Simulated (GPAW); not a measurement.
## BaF2 (Frankdicksonite) in GPAW: convergence with bands over the usual count

Input of the first run (bands over the usual count 0.72); the others differ in this setting and in those tied to it:

Contents of run.py:

```python
from ase import Atoms
from ase.dft.bandgap import bandgap
from ase.io import write
from ase.units import GPa
from gpaw import GPAW, PW, setup_paths

setup_paths.insert(0, '.')

atoms = Atoms(['Ba', 'F', 'F'],
              cell=[[0.0, 3.10005, 3.10005],
                    [3.10005, 0.0, 3.10005],
                    [3.10005, 3.10005, 0.0]],
              scaled_positions=[[0.0, 0.0, 0.0],
                                [0.75, 0.75, 0.75],
                                [0.25, 0.25, 0.25]],
              pbc=True)

calc = GPAW(mode=PW(800),
            xc='PBEsol',
            kpts={'size': (6, 6, 6), 'gamma': True},
            occupations={'name': 'fermi-dirac', 'width': 0.05},
            nbands=16,
            convergence={'density': 1e-05, 'energy': 1e-05},
            maxiter=100,
            txt='gpaw.txt')
atoms.calc = calc
energy = atoms.get_potential_energy()
forces = atoms.get_forces()
stress = atoms.get_stress()
calc.write('gs.gpw')
write('result.traj', atoms)
print(f'Energy: {energy:.6f} eV')
print('Forces (eV/A):')
print(forces.round(4))
print('Stress (GPa):', (stress / GPa).round(3))
print('Fermi level:', round(calc.get_fermi_level(), 4), 'eV')
print(f'Gap: {bandgap(calc)[0]:.4f} eV, direct: {bandgap(calc, direct=True)[0]:.4f} eV')
```

Potentials or basis: PAW data sets generated in the run's folder for this functional, pw.

The run is started by

```bash
$ gpaw-setup -f PBEsol Ba F
$ OMP_NUM_THREADS=1 python run.py
```

Hardware: 1 thread of Arm Neoverse V1, with other jobs on the host.

```csv
bands over the usual count,"energy less the tightest run, at zero smearing (meV/atom)",SCF cycles,CPU time (s),peak memory (GiB)
0.72,0.00,10,23,0.18
0.8,0.00,10,24,0.18
0.9,0.00,10,26,0.18
1,0.00,10,28,0.18
1.3,0.00,10,35,0.19
1.7,0.00,10,45,0.2
2.5,0.00,11,70,0.21
```

Against the tightest run, the energy stays within 1 meV/atom from 0.72 on. The tightest run that finished is the yardstick and may itself not be fully converged.

Caveat, for the tightest run too: spin-orbit coupling is left out, which moves the levels of the heavy elements.
